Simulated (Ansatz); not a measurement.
# SiC (rock salt): the cost of one run

Method: DFT LDA, scalar-relativistic, plane waves, PAW, in Ansatz 0.2.0.

## Step 1: The starting structure

The structure is cubic, space group Fm-3m (No. 225). Conventional cell: a = 4.080 Å, b = 4.080 Å, c = 4.080 Å, α = 90.00°, β = 90.00°, γ = 90.00°. Si (site symmetry m-3m) is surrounded by 6 C at 2.04 Å. C (site symmetry m-3m) is surrounded by 6 Si at 2.04 Å.

As a file:

```cif
data_structure
_symmetry_space_group_name_H-M 'P 1'
_symmetry_Int_Tables_number 1
_cell_length_a 2.8850
_cell_length_b 2.8850
_cell_length_c 2.8850
_cell_angle_alpha 60.000
_cell_angle_beta 60.000
_cell_angle_gamma 60.000
_cell_volume 16.98
loop_
_atom_site_label
_atom_site_type_symbol
_atom_site_fract_x
_atom_site_fract_y
_atom_site_fract_z
_atom_site_occupancy
Si1 Si 0.00000 0.00000 0.00000 1
C1 C 0.50000 0.50000 0.50000 1
```

## Step 2: Volume × 1.03

Input file input.yaml:

```yaml
crystal:
  lattice:
    - [0.0, 2.0400013008, 2.0400013008]
    - [2.0400013008, 0.0, 2.0400013008]
    - [2.0400013008, 2.0400013008, 0.0]
  atoms:
    - { symbol: Si, position: [0.0, 0.0, 0.0] }
    - { symbol: C, position: [0.5, 0.5, 0.5] }
scf:
  occupations: { method: gaussian, width: 0.05 }
output:
  forces: true
  stress: true
  eigenvalues: true
  write_density: true
  write_potential: true
  elf: true
  volumetric_format: npy
hamiltonian:
  xc: lda
basis:
  ecutwfc: 560
kpoints:
  mp_grid: { grid: [16, 16, 16] }
```

On the command line:

```
> ansatz run input.yaml --threads 1 --pin off --max-ram 2867MiB --backend cpu --events-out ev --progress --plain --runs-dir out
```

What time and memory should one allow on 1 thread of Intel Xeon at 2.30GHz, shared host?

About 2.8 s, with a peak of 0.37 GiB.
